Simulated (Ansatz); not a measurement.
## Si: the change of gap on mesh with volume per atom

All results are calculated (Ansatz 0.2 development). All-electron LAPW DFT of a crystal on the k mesh given, cartesian forces, stress positive in compression, open shells may miss their lowest state; gap between the band edges on the mesh.

Cell of the first row (space group Fd-3m, No. 227):
```
CELL_PARAMETERS angstrom
0.00000 2.64060 2.64060
2.64060 0.00000 2.64060
2.64060 2.64060 0.00000
ATOMIC_POSITIONS crystal
Si 0.00000 0.00000 0.00000
Si 0.25000 0.25000 0.25000
```

Settings of every row: k mesh 8x8x8; k shift 0x0x0; occupations fixed; smearing width 0 eV; functional PBE; relativity scalar; nucleus point; spin none.

Atom start moment: 0 on all atoms.

Limits: coarse k mesh; semilocal functionals tend to give too small a gap.

```csv
row,volume per atom (Å³),gap on mesh (eV)
1,18.412,0.47
2,19.012,0.53
3,19.613,0.58
4,20.213,0.63
5,20.813,0.68
6,21.414,0.72
7,22.014,?
```

Question: what gap on mesh should row 7 give?

Worked fit of gap on mesh. Take t = volume per atom − 20, in Å³. The shown rows have t = -1.588, -0.988, -0.387, 0.213, 0.813, 1.414. Least squares give gap on mesh = 0.614 + 0.0824 × t − 0.005 × t² eV; a straight line predicts inner rows, each left out in turn, worse (root mean square 0.0044 against 0.0027 eV). All shown rows lie on it to the printed digit. The withheld row has t = 2.014, so the fit gives 0.614 + 0.0824 × (2.014) − 0.005 × (2.014)² = 0.76 eV.

The calculation gave 0.76 eV. The fit meets it to the printed digit. This row lies beyond the range of the fit.
